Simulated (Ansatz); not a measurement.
# Cr in Al(100), 2x2: scattering by a point defect

Wanted: the reflection from a plane of defects, Cr in Al(100), 2x2, and the resistivity it implies.

Calculated with Ansatz 0.2.0; Ansatz plane-wave DFT, PBE, PAW files, collinear spin; ballistic transport by layer matching (Landauer), zero bias; PAW set soft_1, in the first sound run; inputs show where later runs differ.

## (1) The structure

The cell holds 48 atoms: 47 Al and 1 Cr. Its edges and angles: a = 5.725 Å, b = 5.725 Å, c = 24.288 Å, α = 90.0°, β = 90.0°, γ = 90.0°. It derives from Al. Regions: lead, 24 atoms (24 Al); scattering region, 24 atoms (23 Al and 1 Cr). The structure is stacked along c, and the current runs across the ab planes.

## (2) Transmission at ideal sites

The defect sits in one plane of the supercell, all atoms on ideal sites; the layers about the cell's end are the lead. The mesh across the current, 10×10, is finer than the density's, because channels open and close sharply across the zone. Energies from -0.1 to 0.1 eV in steps of 0.05 eV are too few for the program's thermal sum, so it prints no conductance; for a metal the transmission near the Fermi level serves, at a fraction of the cost.

Input file input.yaml:

```yaml
crystal:
  lattice:
    - [5.7246940741, 0.0, 0.0]
    - [0.0, 5.7246940741, 0.0]
    - [0.0, 0.0, 24.28782]
  atoms:
    - { symbol: Al, position: [0.0, 0.0, 0.0416666667] }
    - { symbol: Al, position: [0.0, 0.5, 0.0416666667] }
    - { symbol: Al, position: [0.5, 0.0, 0.0416666667] }
    - { symbol: Al, position: [0.5, 0.5, 0.0416666667] }
    - { symbol: Al, position: [0.25, 0.25, 0.125] }
    - { symbol: Al, position: [0.25, 0.75, 0.125] }
    - { symbol: Al, position: [0.75, 0.25, 0.125] }
    - { symbol: Al, position: [0.75, 0.75, 0.125] }
    - { symbol: Al, position: [0.0, 0.0, 0.2083333333] }
    - { symbol: Al, position: [0.0, 0.5, 0.2083333333] }
    - { symbol: Al, position: [0.5, 0.0, 0.2083333333] }
    - { symbol: Al, position: [0.5, 0.5, 0.2083333333] }
    - { symbol: Al, position: [0.25, 0.25, 0.2916666667] }
    - { symbol: Al, position: [0.25, 0.75, 0.2916666667] }
    - { symbol: Al, position: [0.75, 0.25, 0.2916666667] }
    - { symbol: Al, position: [0.75, 0.75, 0.2916666667] }
    - { symbol: Al, position: [0.0, 0.0, 0.375] }
    - { symbol: Al, position: [0.0, 0.5, 0.375] }
    - { symbol: Al, position: [0.5, 0.0, 0.375] }
    - { symbol: Al, position: [0.5, 0.5, 0.375] }
    - { symbol: Al, position: [0.25, 0.25, 0.4583333333] }
    - { symbol: Al, position: [0.25, 0.75, 0.4583333333] }
    - { symbol: Al, position: [0.75, 0.25, 0.4583333333] }
    - { symbol: Al, position: [0.75, 0.75, 0.4583333333] }
    - { symbol: Cr, position: [0.0, 0.0, 0.5416666667], spin: 2.5 }
    - { symbol: Al, position: [0.0, 0.5, 0.5416666667] }
    - { symbol: Al, position: [0.5, 0.0, 0.5416666667] }
    - { symbol: Al, position: [0.5, 0.5, 0.5416666667] }
    - { symbol: Al, position: [0.25, 0.25, 0.625] }
    - { symbol: Al, position: [0.25, 0.75, 0.625] }
    - { symbol: Al, position: [0.75, 0.25, 0.625] }
    - { symbol: Al, position: [0.75, 0.75, 0.625] }
    - { symbol: Al, position: [0.0, 0.0, 0.7083333333] }
    - { symbol: Al, position: [0.0, 0.5, 0.7083333333] }
    - { symbol: Al, position: [0.5, 0.0, 0.7083333333] }
    - { symbol: Al, position: [0.5, 0.5, 0.7083333333] }
    - { symbol: Al, position: [0.25, 0.25, 0.7916666667] }
    - { symbol: Al, position: [0.25, 0.75, 0.7916666667] }
    - { symbol: Al, position: [0.75, 0.25, 0.7916666667] }
    - { symbol: Al, position: [0.75, 0.75, 0.7916666667] }
    - { symbol: Al, position: [0.0, 0.0, 0.875] }
    - { symbol: Al, position: [0.0, 0.5, 0.875] }
    - { symbol: Al, position: [0.5, 0.0, 0.875] }
    - { symbol: Al, position: [0.5, 0.5, 0.875] }
    - { symbol: Al, position: [0.25, 0.25, 0.9583333333] }
    - { symbol: Al, position: [0.25, 0.75, 0.9583333333] }
    - { symbol: Al, position: [0.75, 0.25, 0.9583333333] }
    - { symbol: Al, position: [0.75, 0.75, 0.9583333333] }
magnetization:
  spin_polarized: true
kpoints:
  mp_grid: { grid: [4, 4, 1] }
hamiltonian:
  xc: pbe
  pseudopotentials: { kind: paw, azcp: { folder: soft_1 } }
scf:
  occupations: { method: fermi_dirac, width: 0.1 }
output:
  transmission: { leads: [[0, 4]], kmesh: [10, 10], e_range: [-0.1, 0.1], de: 0.05 }
  write_potential: true
  write_density: true
  volumetric_format: npy
  elf: true
```

The run is started by

```
$ ansatz run input.yaml --threads 4 --pin off --max-ram 15360MiB --backend cpu --events-out ev --progress --plain --runs-dir out
```

Numbers of over 12 decimals in the logs are rounded to 6 here.

The program printed:

```text
Engine: ansatz 0.2.0, x86_64-unknown-linux-gnu
Pseudopotentials: kind: paw
Pseudopotential: Al, paw, valence charge 3, recommended cutoff 420 eV (normal), soft_1/Al.paw.azcp
Pseudopotential: Cr, paw, valence charge 14, recommended cutoff 420 eV (normal), soft_1/Cr.paw.azcp
Functional definition: PBE
  parameter kappa = 0.804
  parameter beta = 0.066725
  exchange = pbe_x(kappa = kappa, mu = beta*pi^2/3)
  correlation = pbe_c(beta = beta)
Crystal: 48 atoms, lattice volume = 795.963 Å³
Basis set: ecut = 420 eV, 15629 PW (Γ)
Bands: 127, of which v1, the nominal top of the filled ones, is band 78 counted from 1 (77 counted from 0)
Symmetry: 16 space group operations
Space group: P4/mmm (ITA 123), of the structure as read, at distance tolerance 9.3e-5 Å
Magnetic group: BNS 123.339 (UNI 999), of the structure as read, at distance tolerance 9.3e-5 Å
k-points: 6 of 16
Non-local potential: Al, projectors of the file, l = 0: 2, l = 1: 2, l = 2: 1
Non-local potential: Cr, projectors of the file, l = 0: 3, l = 1: 2, l = 2: 3, l = 3: 1
PAW form: soft (Blöchl's): semilocal exchange-correlation on the pseudo side does not see the compensation charge
PAW one-centre angular grid: Al, 110 points (default); XC on 64 Gauss nodes
PAW one-centre angular grid: Cr, 590 points (default); XC on 64 Gauss nodes
Initial density: superposition of atomic densities (chi_scale 0.1, normalization cell)
Starting moments: Σ|m| = 2.5 μB on 1 of 48 sites
Initial wavefunctions: pseudopotential atomic-orbital guess
Functional: x = pbe(κ = 0.804, μ = 0.219515), c = pbe(β = 0.066725)
SCF iter   1: F=—  HF=-28642.282919 eV  |F-HF|=—  |Δ(HF+E_count)|=         —  Δρ=2.36e-2 (↑2.36e-2 ↓1.62e-2)  dr2=1.62e1  dr2_m=1.70e-1  M=1.781 μB ∫|m|=2.684 μB  β_m=0.30  ethr=3.10e-3  ⟨swp⟩=6.3  Hψ=6944  notcnv=0  defer=47
Mixer restart at iter 1: flushing history
preconditioner: auto → Kerker (q_TF=auto, 2.077 Å⁻¹)  [metal: Δε(μ)=0.029 eV  Ē_g=6.590 eV  σ=0.100 eV  W_gap=0.07  n_scr=112 (ndim 8)  ℏωp=16.0 eV  f_vac=0.000  D(μ)=21.61/eV (n_scr^D=140)]
spin=Collinear: Kerker preconditioning applied to the charge; magnetization (m = ρ↑ − ρ↓) channel mixes plain (no charge-response kernel on spin).
SCF iter   2: F=—  HF=-28641.838273 eV  |F-HF|=—  |Δ(HF+E_count)|=   4.45e-1  Δρ=1.00e-2 (↑9.45e-3 ↓1.00e-2)  dr2=3.66e0  dr2_m=3.55e-2  M=2.018 μB ∫|m|=2.984 μB  β_m=0.38  ethr=3.10e-3  ⟨swp⟩=3.7  Hψ=3555  notcnv=0  defer=120
SCF iter   3: F=—  HF=-28641.113791 eV  |F-HF|=—  |Δ(HF+E_count)|=   7.24e-1  Δρ=7.11e-3 (↑7.11e-3 ↓7.04e-3)  dr2=1.36e0  dr2_m=8.60e-2  M=2.105 μB ∫|m|=3.323 μB  β_m=0.67  ethr=2.36e-3  ⟨swp⟩=1.9  Hψ=1710  notcnv=0  defer=135
SCF iter   4: F=—  HF=-28640.526552 eV  |F-HF|=—  |Δ(HF+E_count)|=   5.87e-1  Δρ=2.87e-3 (↑2.87e-3 ↓7.19e-4)  dr2=1.60e-1  dr2_m=9.95e-3  M=2.200 μB ∫|m|=3.785 μB  β_m=0.73  ethr=8.79e-4  ⟨swp⟩=2.1  Hψ=2126  notcnv=0  defer=152
SCF iter   5: F=—  HF=-28640.512921 eV  |F-HF|=—  |Δ(HF+E_count)|=   1.36e-2  Δρ=4.15e-4 (↑4.15e-4 ↓1.80e-4)  dr2=2.37e-3  dr2_m=2.50e-4  M=2.172 μB ∫|m|=3.773 μB  β_m=0.86  ethr=1.03e-4  ⟨swp⟩=2.3  Hψ=2633  notcnv=0  defer=152
SCF iter   6: F=—  HF=-28640.513548 eV  |F-HF|=—  |Δ(HF+E_count)|=   6.27e-4  Δρ=2.63e-4 (↑2.63e-4 ↓3.52e-5)  dr2=1.23e-3  dr2_m=1.08e-4  M=2.174 μB ∫|m|=3.776 μB  β_m=0.93  ethr=1.53e-6  ⟨swp⟩=2.1  Hψ=2459  notcnv=0  defer=152
SCF iter   7: F=—  HF=-28640.513817 eV  |F-HF|=—  |Δ(HF+E_count)|=   2.70e-4  Δρ=1.04e-4 (↑1.04e-4 ↓9.74e-6)  dr2=2.17e-4  dr2_m=1.85e-5  M=2.175 μB ∫|m|=3.774 μB  β_m=0.97  ethr=7.92e-7  ⟨swp⟩=2.0  Hψ=1778  notcnv=0  defer=152
SCF iter   8: F=—  HF=-28640.513811 eV  |F-HF|=—  |Δ(HF+E_count)|=   6.39e-6  Δρ=3.61e-5 (↑3.61e-5 ↓1.56e-5)  dr2=3.97e-5  dr2_m=7.91e-7  M=2.176 μB ∫|m|=3.774 μB  β_m=0.98  ethr=1.40e-7  ⟨swp⟩=2.1  Hψ=2499  notcnv=0  defer=152
SCF iter   9: F=—  HF=-28640.513813 eV  |F-HF|=—  |Δ(HF+E_count)|=   2.33e-6  Δρ=7.72e-6 (↑7.72e-6 ↓6.21e-6)  dr2=3.29e-6  dr2_m=7.44e-9  M=2.176 μB ∫|m|=3.774 μB  β_m=0.99  ethr=2.56e-8  ⟨swp⟩=2.0  Hψ=1714  notcnv=0  defer=152
SCF iter  10: F=—  HF=-28640.513813 eV  |F-HF|=—  |Δ(HF+E_count)|=   3.11e-9  Δρ=2.82e-6 (↑2.82e-6 ↓1.89e-6)  dr2=2.72e-7  dr2_m=1.93e-9  M=2.176 μB ∫|m|=3.774 μB  β_m=0.81  ethr=2.12e-9  ⟨swp⟩=1.8  Hψ=1664  notcnv=0  defer=152
SCF iter  11: F=—  HF=-28640.513813 eV  |F-HF|=—  |Δ(HF+E_count)|=   4.98e-9  Δρ=1.41e-6 (↑1.41e-6 ↓1.17e-7)  dr2=3.19e-8  dr2_m=3.15e-9  M=2.176 μB ∫|m|=3.774 μB  β_m=0.67  ethr=1.75e-10  ⟨swp⟩=2.0  Hψ=2513  notcnv=0  defer=152
SCF iter  12: F=-28640.513813 eV  HF=-28640.513813 eV  |F-HF|=1.70e-9  |Δ(HF+E_count)|=   1.88e-9  Δρ=2.70e-7 (↑2.70e-7 ↓5.95e-8)  dr2=1.78e-9  dr2_m=8.52e-11  M=2.176 μB ∫|m|=3.774 μB  ethr=2.06e-11  ⟨swp⟩=13.1  Hψ=6272  notcnv=0
SCF 1 converged in 12 iterations: F = -28640.513813 eV  dr2 = 1.78e-9
  greatest PAW one-centre occupation: 1.000 electrons in one spin orbital (limit 2), on the Cr atom at site 24 (counted from 0), in its partial waves of l = 0
transmission: 138 of 1302 steps passed
transmission: 262 of 1302 steps passed
[...]
transmission: 1302 of 1302 steps passed
SCF converged after 12 iterations
Magnetization: 2.1759 μB (78.5879 up, 76.4121 down)
Absolute magnetization: 3.7796 μB (∫|ρ↑−ρ↓|, with the PAW one-centre terms)
Spin contamination: 1.2399 ħ² per cell (⟨S²⟩ above its minimum at these occupations)
Per-site moments (μB) at R_I (Å): [(-0.00499581, 1.180718), (-0.00399507, 1.180718), (-0.00399507, 1.180718), (-0.00542301, 1.180718), (-0.0044891, 1.180718), (-0.0044891, 1.180718), (-0.0044891, 1.180718), (-0.0044891, 1.180718), (-0.00433521, 1.180718), (-0.00825928, 1.180718), (-0.00825928, 1.180718), (-0.0070242, 1.180718), (-0.00376411, 1.180718), (-0.00376411, 1.180718), (-0.00376411, 1.180718), (-0.00376411, 1 [...]
Free energy (F): -28640.513813 eV
Harris-Foulkes:  -28640.513813 eV  (|F-HF|=1.70e-9)
Internal energy: -28639.783606 eV  (E = F + TS)
E sigma→0 (E₀):  -28640.148710 eV
Entropy (-TS):   -0.730207 eV (-15.213 meV/atom)
Fermi energy:    7.907384 eV
--- Per-component energies (eV) ---
  E_band       = 206.787643
  E_kinetic    = 1353.143604
  E_local      = -3016.002471  (includes V_loc(G=0)·N_el)
  E_nonlocal   = 514.781098
  E_hartree    = 1653.232564
  E_xc         = -1882.616140
  E_vxc        = -1512.400181  (∫ρ·V_xc dr)
  E_paw        = -23283.831163  (= ΣΔE_a)
  E_vpaw       = -439.203585  (= ΣTr[D̂ρ^β])
  E_aug_tail   = 0.000639  (compensation charges beyond the density's cutoff)
  E_ewald      = -3978.491737
  E_smearing   = -0.730207  (= −TS)
  E_closure    = -0.000000  (closes the sum)
  Σ components = -28640.513813   (vs F -28640.513813, Δ=0.00e0)
--- Band table (eV; the first three rows and the last of 12) ---
  k-point 0 ↑: bands = [... 74 lower, 7.2036, 7.2036, 7.2392, 7.2392, 7.3093, 7.3343, 7.3400, 7.4267, ... 45 higher]
  k-point 1 ↑: bands = [... 74 lower, 7.5670, 7.5900, 7.5945, 7.7233, 7.7532, 7.7753, 8.0394, 8.1191, ... 45 higher]
  k-point 2 ↑: bands = [... 74 lower, 7.3452, 7.5890, 7.6649, 7.8028, 7.8098, 7.9463, 8.2026, 8.3309, ... 45 higher]
  k-point 5 ↓: bands = [... 74 lower, 8.3672, 8.3672, 8.3946, 8.6209, 8.6209, 8.6580, 8.7998, 8.8117, ... 45 higher]
--- Transmission ---
  basis      : 293 plane waves across, 31 finite elements along
  points     : 21, standing for a mesh of 10 x 10
  energies   : 5 from -0.100000 to 0.100000 eV about the Fermi level, 0.050000 eV apart; the leads are filled to 0.000000 eV, and channels, transmission and decay are at 0.000000 eV
  crystal 0  : Al4, at the sites [0, 4], period 2.0240 Å, over 22.26 Å; its Hamiltonian steps by up to 10.4 meV
    offset         : up to 0.0000 Å between an atom of the period and one for which it stands
    channels       : 6.130000e0 up, 6.290000e0 down
    conductance    : none, the energies end too early or step too widely for 300 K: set another output.transmission.e_range or a lower de, or, where they end at an eighth of basis.ecutwfc, a higher one
  junction   : crystal 0 to crystal 0, 1.33 to 23.59 Å
    transmission   : 4.231191e0 up, 4.481856e0 down
    conductance    : none, the energies end too early or step too widely for 300 K: set another output.transmission.e_range or a lower de, or, where they end at an eighth of basis.ecutwfc, a higher one
```

Elapsed: 4.4 min, on 4 threads of Intel Xeon Platinum 8488C (Sapphire Rapids), shared host; peak memory 3.1 GiB.

Reading the cycles: dr2 is the Hartree energy of the density residual (eV), the measure of convergence; HF is the Harris–Foulkes estimate of the energy, which meets the free energy F at convergence.

Numbers from this step:

| Property | Result |
| --- | --- |
| free energy | -28640.5138 eV |
| energy at zero smearing | -28640.1487 eV |
| Fermi energy | 7.907 eV |
| magnetization | 2.176 μB |
| absolute magnetization | 3.780 μB |
| cell area | 32.77 Å² |
| transmission, spin up | 4.231 |
| transmission, spin down | 4.482 |
| open channels, spin up | 6.13 |
| open channels, spin down | 6.29 |
| step of the lead's potential | 10.4 meV |

Per spin. The transmission, zone mean by energy, zero at the Fermi level:

| energy (eV) | T up | T down |
| --- | --- | --- |
| -0.1000 | 4.12 | 4.52 |
| -0.0500 | 4.13 | 4.42 |
| 0.0000 | 4.23 | 4.48 |
| 0.0500 | 4.30 | 4.57 |
| 0.1000 | 4.36 | 4.59 |

Per spin. Table of open channels, zone mean by energy, zero at the Fermi level:

| energy (eV) | lead up | lead down |
| --- | --- | --- |
| -0.1000 | 6.21 | 6.21 |
| -0.0500 | 6.13 | 6.13 |
| 0.0000 | 6.13 | 6.29 |
| 0.0500 | 6.37 | 6.37 |
| 0.1000 | 6.49 | 6.49 |

Transmission over k1 and k2. At 0.0000 eV from the Fermi level, spin up.

Ten even steps from '_' (2.87) to '@' (5.46):
```
____--**********--__
==--==++******++==--
@@**++::--++--::++**
@@****--@@..@@--****
@@****++..@@..++****
@@****--@@..@@--****
@@**++::--++--::++**
==--==++******++==--
____--**********--__
____==@@@@@@@@@@==__
```
Columns: k1 (b1) from -0.5 to 0.4; rows upwards: k2 (b2) from -0.5 to 0.4.

Open channels over k1 and k2. At 0.0000 eV from the Fermi level, spin up.

Values, 10 rows by 10 columns:
```
4.00 6.00 4.00 6.00 6.00 6.00 6.00 6.00 4.00 6.00
6.00 4.00 6.00 7.00 6.00 6.00 6.00 7.00 6.00 4.00
8.00 6.00 7.00 6.00 5.00 8.00 5.00 6.00 7.00 6.00
8.00 6.00 6.00 5.00 9.00 5.00 9.00 5.00 6.00 6.00
8.00 6.00 6.00 8.00 5.00 9.00 5.00 8.00 6.00 6.00
8.00 6.00 6.00 5.00 9.00 5.00 9.00 5.00 6.00 6.00
8.00 6.00 7.00 6.00 5.00 8.00 5.00 6.00 7.00 6.00
6.00 4.00 6.00 7.00 6.00 6.00 6.00 7.00 6.00 4.00
4.00 6.00 4.00 6.00 6.00 6.00 6.00 6.00 4.00 6.00
4.00 4.00 6.00 8.00 8.00 8.00 8.00 8.00 6.00 4.00
```
Columns: k1 (b1) from -0.5 to 0.4; rows upwards: k2 (b2) from -0.5 to 0.4.

Transmission over k1 and k2. At 0.0000 eV from the Fermi level, spin down.

Values, 10 rows by 10 columns:
```
3.27 3.42 3.16 4.16 4.28 4.25 4.28 4.16 3.16 3.42
4.15 3.16 4.60 4.92 4.24 5.00 4.24 4.92 4.60 3.16
5.64 4.16 4.92 5.33 4.74 5.09 4.74 5.33 4.92 4.16
5.68 4.28 4.24 4.74 6.04 3.75 6.04 4.74 4.24 4.28
5.68 4.25 5.00 5.09 3.75 6.36 3.75 5.09 5.00 4.25
5.68 4.28 4.24 4.74 6.04 3.75 6.04 4.74 4.24 4.28
5.64 4.16 4.92 5.33 4.74 5.09 4.74 5.33 4.92 4.16
4.15 3.16 4.60 4.92 4.24 5.00 4.24 4.92 4.60 3.16
3.27 3.42 3.16 4.16 4.28 4.25 4.28 4.16 3.16 3.42
1.52 3.27 4.15 5.64 5.68 5.68 5.68 5.64 4.15 3.27
```
Columns: k1 (b1) from -0.5 to 0.4; rows upwards: k2 (b2) from -0.5 to 0.4.

Open channels over k1 and k2. At 0.0000 eV from the Fermi level, spin down.

Ten even steps from '0' (4.00) to '9' (9.00):
```
0404444404
4046444640
8464686464
8446929644
8448292844
8446929644
8464686464
4046444640
0404444404
0048888840
```
Columns: k1 (b1) from -0.5 to 0.4; rows upwards: k2 (b2) from -0.5 to 0.4.

Spin density in the ca plane at fractional y = 0.000, with atoms of Al and Cr within 0.2 Å of it.

Ten even steps from '0' (0.0 e/Å³) to '9' (3.2 e/Å³), each cell a mean:
```
00000000000000000000000146300000000000000000
00000000000000000000000011000000000000000000
00000000000000000000000000000000000000000000
00000000000000000000000000000000000000000000
00000000000000000000000000000000000000000000
00000000000000000000000000000000000000000000
00000000000000000000000000000000000000000000
00000000000000000000000000000000000000000000
00000000000000000000000000000000000000000000
00000000000000000000000000000000000000000000
00000000000000000000000000000000000000000000
00000000000000000000000000000000000000000000
00000000000000000000000000000000000000000000
00000000000000000000000023100000000000000000
00000000000000000000000269410000000000000000
```
Columns run along c (16.0 Å, from fractional 0.17 to 0.83 of the cell), rows up along a (5.7 Å). Atoms in or near the plane, at fractional coordinates: Al at (0.21, 0.00), Al at (0.21, 0.50), Al at (0.38, 0.00), Al at (0.38, 0.50), Cr at (0.54, 0.00), Al at (0.54, 0.50), Al at (0.71, 0.00), Al at (0.71, 0.50).

ELF in the ca plane at fractional y = 0.000, with atoms of Al and Cr within 0.2 Å of it. It is the smooth field of the valence electrons, not physical close to the nuclei.

Values, 8 rows by 16 columns, each cell a mean:
```
0.41 0.29 0.45 0.37 0.42 0.28 0.44 0.34 0.33 0.50 0.28 0.37 0.41 0.27 0.47 0.35
0.61 0.61 0.57 0.57 0.60 0.62 0.56 0.57 0.38 0.30 0.53 0.55 0.61 0.61 0.58 0.56
0.60 0.57 0.56 0.53 0.60 0.59 0.54 0.51 0.62 0.60 0.57 0.49 0.61 0.57 0.56 0.52
0.33 0.24 0.42 0.31 0.34 0.24 0.42 0.30 0.32 0.23 0.39 0.31 0.35 0.23 0.42 0.31
0.41 0.29 0.45 0.36 0.42 0.29 0.45 0.35 0.42 0.29 0.44 0.35 0.43 0.28 0.46 0.35
0.61 0.61 0.58 0.57 0.60 0.63 0.56 0.56 0.61 0.59 0.59 0.54 0.62 0.61 0.58 0.57
0.60 0.58 0.55 0.53 0.59 0.58 0.54 0.53 0.30 0.25 0.47 0.51 0.60 0.57 0.56 0.52
0.33 0.26 0.41 0.32 0.34 0.25 0.40 0.28 0.39 0.62 0.24 0.32 0.33 0.24 0.43 0.30
```
Columns run along c (16.0 Å, from fractional 0.17 to 0.83 of the cell), rows up along a (5.7 Å). Atoms in or near the plane, at fractional coordinates: Al at (0.21, 0.00), Al at (0.21, 0.50), Al at (0.38, 0.00), Al at (0.38, 0.50), Cr at (0.54, 0.00), Al at (0.54, 0.50), Al at (0.71, 0.00), Al at (0.71, 0.50).

Electrostatic potential energy in the ca plane at fractional y = 0.000, with atoms of Al and Cr within 0.2 Å of it. With pseudopotentials it is smooth inside the atoms' cores, unlike the true potential.

Values in units of 1e0 eV, 8 rows by 16 columns, each cell a mean:
```
-1.7 -2.4  6.8  9.0 -1.6 -2.3  6.5  9.4 -3.7 -8.9  6.7  9.2 -1.3 -2.3  6.2  9.2
 6.3  4.3  8.3  8.0  6.4  4.3  8.2  8.1  6.8  4.5  8.6  7.9  6.6  4.1  8.3  7.9
 3.8  0.6  8.1  8.2  4.0  0.6  8.0  8.2  4.4  0.8  8.1  8.1  4.3  0.3  8.0  8.2
-1.6  0.3  6.2  9.2 -1.4  0.5  5.9  9.2 -1.5  0.7  5.6  9.3 -1.5  0.9  5.5  9.4
-1.9 -2.4  6.8  9.0 -1.6 -2.3  6.5  9.0 -1.5 -2.1  6.3  9.1 -1.4 -2.3  6.2  9.2
 6.4  4.4  8.3  7.9  6.5  4.4  8.2  7.9  6.9  4.7  8.4  7.8  6.7  4.2  8.3  7.9
 3.8  0.7  8.1  8.2  4.0  0.7  8.0  8.4  4.2  0.3  8.3  8.3  4.3  0.4  8.0  8.2
-1.5  0.2  6.2  9.2 -1.4  0.4  5.9  9.6 -5.2 -9.6  6.0  9.4 -1.4  0.7  5.5  9.4
```
Columns run along c (16.0 Å, from fractional 0.17 to 0.83 of the cell; values clipped at the 3rd and 97th percentile), rows up along a (5.7 Å). Atoms in or near the plane, at fractional coordinates: Al at (0.21, 0.00), Al at (0.21, 0.50), Al at (0.38, 0.00), Al at (0.38, 0.50), Cr at (0.54, 0.00), Al at (0.54, 0.50), Al at (0.71, 0.00), Al at (0.71, 0.50).

Nearest the Fermi level spin up passes 4.23 of 6.13 channels of the lower lead and spin down 4.48 of 6.29.

## (3) Resistance at ideal sites

This step: Ansatz plane-wave DFT, PBE, PAW files, collinear spin; ballistic transport by layer matching (Landauer), zero bias; area resistance of the defect plane and resistivity an atomic per cent; PAW set soft_1 (Ansatz 0.2.0).

Numbers from this step:

| Item | Value |
| --- | --- |
| area resistance | 0.2912 fΩ m² |
| T over the leads' mean channel count | 0.6985 |
| spin asymmetry γ | -0.09348 (R down - R up) / (R down + R up) |
| resistivity per at.% scaled from this dense plane, with the factor 3/4 for isotropic scattering | 4.316 µΩ cm |

Averaged over the energies near the Fermi level, 69.8 % of the channels pass, which makes 0.291 fΩ m².

By hand, with means over the energies near the Fermi level: RA per spin = A (h/e²)(1/T − ½[1/N₁ + 1/N₂]); spin up: 32.77×10⁻²⁰ m² × 25 813 Ω × (1/4.22 − ½[1/6.21 + 1/6.21]) = 0.642 fΩ m²; spin down: 32.77×10⁻²⁰ m² × 25 813 Ω × (1/4.492 − ½[1/6.263 + 1/6.263]) = 0.533 fΩ m². The spins conduct in parallel, so 1/RA = 1/0.642 + 1/0.533 and RA = 0.291 fΩ m²; γ = (0.533 − 0.642)/(0.533 + 0.642) = -0.093.

(Continued in part 2 of 3.)

[Logs are printed without paths, hosts, clocks, repeated set-up lines and the standing remarks that a program may print on its own settings, such as how far it seeks lower states.]

[Hosts, paths, dates, database ids (printed as entryN), source tags and the programs' standing remarks are cut or masked in the printed files.]
